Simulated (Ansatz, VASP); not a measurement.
## One calculation of Co, two programs

File INCAR:

```
PREC = Accurate
ENCUT = 520
EDIFF = 1E-6
ISMEAR = -1
SIGMA = 0.15
LREAL = False
LASPH = True
NELM = 150
ALGO = Normal
ISIF = 2
LWAVE = False
LCHARG = False
ISPIN = 2
MAGMOM = 1.8 -1.8
LORBIT = 11
LMAXMIX = 4
GGA = PE
NBANDS = 20
```

KPOINTS

```
regular mesh
0
Gamma
  12 12 6
```

POSCAR

```
Co
1.0
    2.5074000000      0.0000000000      0.0000000000
   -1.2537000000      2.1714721000      0.0000000000
    0.0000000000      0.0000000000      4.0699000000
Co
2
Direct
    0.3333333300      0.6666666700      0.2500000000
    0.6666666700      0.3333333300      0.7500000000
```

Input for Ansatz:

```yaml
crystal:
  lattice:
    - [2.5074, 0.0, 0.0]
    - [-1.2537, 2.1714721, 0.0]
    - [0.0, 0.0, 4.0699]
  atoms:
    - { symbol: Co, position: [0.33333333, 0.66666667, 0.25], spin: 1.8 }
    - { symbol: Co, position: [0.66666667, 0.33333333, 0.75], spin: -1.8 }
basis:
  ecutwfc: 500.0
kpoints:
  mp_grid:
    grid: [12, 12, 6]
magnetization:
  spin_polarized: true
scf:
  occupations:
    method: fermi_dirac
    width: 0.15
output:
  stress: true
```

Alike in both runs: task single point; functional PBE; k mesh 12 × 12 × 6; occupations fermi-dirac, width 0.15 eV; collinear spin.

```csv
,VASP,Ansatz
version,VASP 6.6.1,Ansatz 0.2.0
potentials or method,"VASP PAW PBE potentials, release 64 (Co)","plane waves, PAW"
plane-wave cutoff (eV),520,500
valence electrons in the cell,18,34
```

```tsv
	VASP	Ansatz	Ansatz less VASP
pressure (GPa)	-10.8	-3.3	+7.54
largest component of the traceless stress (GPa)	0.16	0.31	+0.145
net moment per atom (μB)	0.00	1.64	+1.636
size of the moment on the site where the two differ most (μB)	0.77	1.71	+0.944
```

The net moments differ so much that the two runs ended in different magnetic states, which moves the other rows too. Site moments also hang on the region over which each program counts them. The two sets of potentials don't hold the same shells in valence. Ansatz warned: «seeded_moment_not_kept».
